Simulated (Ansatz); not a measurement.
# NaCl: the band gap up the ladder of functionals

An exercise on one series of results from a longer session: the logs are not shown, and one member is left open.

The runs shown are made with Ansatz 0.2.0. PAW datasets, plane waves. Calculated at 0 K for a non-magnetic cell.

## The cell

The cell was relaxed beforehand with r2SCAN.

Space group Fm-3m (No. 225), cubic; conventional cell a = 5.605 Å, 22.02 Å³ an atom. Near Na stand 6 Cl at 2.80 Å; near Cl stand 6 Na at 2.80 Å.

The structure in full:

```xyz
2
Lattice="0.0000 2.8027 2.8027 2.8027 0.0000 2.8027 2.8027 2.8027 0.0000" Properties=species:S:1:pos:R:3 pbc="T T T"
Na    0.0000    0.0000    0.0000
Cl    2.8027    2.8027    2.8027
```

Set-up of the first run:

File input.yaml:

```yaml
crystal:
  lattice:
    - [0.0, 2.8026988303, 2.8026988303]
    - [2.8026988303, 0.0, 2.8026988303]
    - [2.8026988303, 2.8026988303, 0.0]
  atoms:
    - { symbol: Na, position: [0.0, 0.0, 0.0] }
    - { symbol: Cl, position: [0.5, 0.5, 0.5] }
kpoints:
  mp_grid: { grid: [8, 8, 8] }
  band_path:
    path:
      - [[0.0, 0.0, 0.0], [0.5, 3.636046782998e-35, 0.5], [0.625, 0.25, 0.625]]
      - [[0.375, 0.375, 0.75], [0.0, 0.0, 0.0], [0.5, 0.5, 0.5], [0.5, 0.25, 0.75], [0.5, 3.636046782998e-35, 0.5]]
    npoints: 10
hamiltonian:
  xc: pbe
scf:
  occupations: { method: fermi_dirac, width: 0.02 }
  n_extra_bands: 4
output:
  forces: true
  stress: true
  eigenvalues: true
```

Command:

```sh
ansatz run input.yaml --threads 4 --pin off --max-ram 7372MiB --backend cpu --events-out ev --progress --plain --runs-dir out
```

Among the steps run: PBE bands along the symmetry lines; Single point with r2SCAN; HSE06 at the same geometry; PBE0; LDA; Quasiparticle levels, G0W0@PBE; DDH-PBE0 at the same geometry; Single point with r2SCAN0; LC-ωPBE at the same geometry.

One table of the session follows, with a row left open; its other results are not shown here.

| level | gap (eV) |
| --- | --- |
| PBE | 5.18 |
| r2SCAN | 5.98 |
| HSE06 | 6.56 |
| PBE0 | ? |
| LDA | 4.76 |
| G0W0@PBE (131 empty bands) | 7.90 |
| G0W0@PBE (326 empty bands) | 8.05 |
| DDH-PBE0 | 8.54 |
| r2SCAN0 | 7.74 |
| LC-ωPBE | 11.99 |

Q: Estimate the row for PBE0 from the others.

**Answer.** gap (eV): 7.28. In the column «gap (eV)» it lies between HSE06 (6.56) and r2SCAN0 (7.74).

Meshes: PBE 8×8×8, r2SCAN 8×8×8, HSE06 6×6×6, PBE0 6×6×6, LDA 8×8×8, DDH-PBE0 6×6×6, r2SCAN0 6×6×6, LC-ωPBE 6×6×6.

Against G0W0@PBE, PBE is short by 2.87 eV, at 64 % of it, and r2SCAN 74 %. PBE0 lies 0.72 eV above HSE06, which differs from it by screening the long-range exchange. The G0W0 figures hold for the stated bands, cutoff and mesh and aren't extrapolated.

Limits of these values: Warnings in the runs' records: stress scf threshold loose, stress exchange threshold loose.
